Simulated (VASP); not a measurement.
**VASP 6.6.1 run: InSb**

INCAR

```
ISMEAR = -1
LASPH = .TRUE.
SIGMA = 0.02
NBANDS = 16
LREAL = .FALSE.
IBRION = -1
LCHARG = .FALSE.
ISIF = 2
NSW = 0
LWAVE = .FALSE.
ENCUT = 520
EDIFF = 1E-7
GGA = PE
PREC = Accurate
NELM = 5
```

KPOINTS

```
KPOINTS created by Atomic Simulation Environment
0
Gamma
6 6 6
0 0 0
```

POSCAR

```
In Sb
 1.0000000000000000
     0.0000000000000000    3.1811276270000000    3.3754891042000001
     3.1811276270000000    0.0000000000000000    3.3754891042000001
     3.1811276270000000    3.1811276270000000    0.0000000000000000
 In  Sb
   1   1
Cartesian
  0.0000000000000000  0.0000000000000000  0.0000000000000000
  1.5905638135000004  1.5905638135000004  1.6877445521000001
```

The recommended PBE PAW datasets give the neutral cell 18 valence electrons.

Command

```
mpirun -np 1 vasp_std
```

OSZICAR

```
N       E                     dE             d eps       ncg     rms          rms(c)
DAV:   1     0.111214927262E+03    0.11121E+03   -0.79657E+03   968   0.112E+03
DAV:   2     0.236905706546E+00   -0.11098E+03   -0.10729E+03  1032   0.277E+02
DAV:   3    -0.678181428459E+01   -0.70187E+01   -0.69908E+01  1264   0.731E+01
DAV:   4    -0.698007114763E+01   -0.19826E+00   -0.19821E+00  1232   0.138E+01
DAV:   5    -0.699007358156E+01   -0.10002E-01   -0.10002E-01  1456   0.254E+00
   1 F= -.69900736E+01 E0= -.69899451E+01  d E =-.256876E-03
```

Standard output (part)

```
POSCAR found type information on POSCAR InSb
 POSCAR found :  2 types and       2 ions
 LDA part: xc-table for (Slater+PW92), standard interpolation
 POSCAR, INCAR and KPOINTS ok, starting setup
 WAVECAR not read
 entering main loop
|     The electronic self-consistency was not achieved in the given           |
|     number of steps (NELM). The forces and other quantities evaluated       |
|     might not be reliable so examine the results carefully. If you find     |
|     spurious results, we suggest increasing NELM, if you were close to      |
|     convergence or switching to a different ALGO or adjusting the           |
|     density mixing parameters otherwise.                                    |
```

It didn't converge.

Find the fault in these files.

Too few electronic steps. It didn't converge.
